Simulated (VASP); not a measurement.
InAs, 2 atoms in the cell. Symmetry: F-43m, No. 216, cubic system. Conventional cell: a = 6.186 Å, b = 6.186 Å, c = 6.186 Å, α = 90.00°, β = 90.00°, γ = 90.00°. In (site symmetry -43m) has 4 As at 2.68 Å as nearest neighbours. As (site symmetry -43m) has 4 In at 2.68 Å as nearest neighbours. 

* Program: VASP 6.6.1
* Task: relaxation of cell and atoms
* Functional: PBE
* Dispersion: D3(BJ)
* Potentials or basis: VASP PAW PBE potentials, release 64 (In_d, As)
* Cutoff: 600 eV
* k mesh: 12 × 12 × 12
* Occupations: gaussian, width 0.1 eV
* Spin: no spin polarisation
* Dipole correction: no
* Further INCAR settings: ALGO = Normal; EDIFF = 1e-06; IBRION = 2; EDIFFG = -0.005; NSW = 70; ISIF = 3

Potentials or basis: VASP PAW PBE potentials, release 64 (In_d, As).

Launch:

```bash
$ cat potpaw_PBE.64/In_d/POTCAR potpaw_PBE.64/As/POTCAR > POTCAR
$ mpirun -np 1 vasp_std > vasp.out
```

Hardware: 1 thread of Intel(R) Xeon(R) Platinum 8488C (Sapphire Rapids), with other jobs on the host.

Task: Estimate the wall time of this run.

Result: It took 69 s on 1 thread of Intel(R) Xeon(R) Platinum 8488C (Sapphire Rapids), with other jobs on the host, peak memory 0.28 GiB. Counts: scf iterations 29, k points 72, ion steps 3.
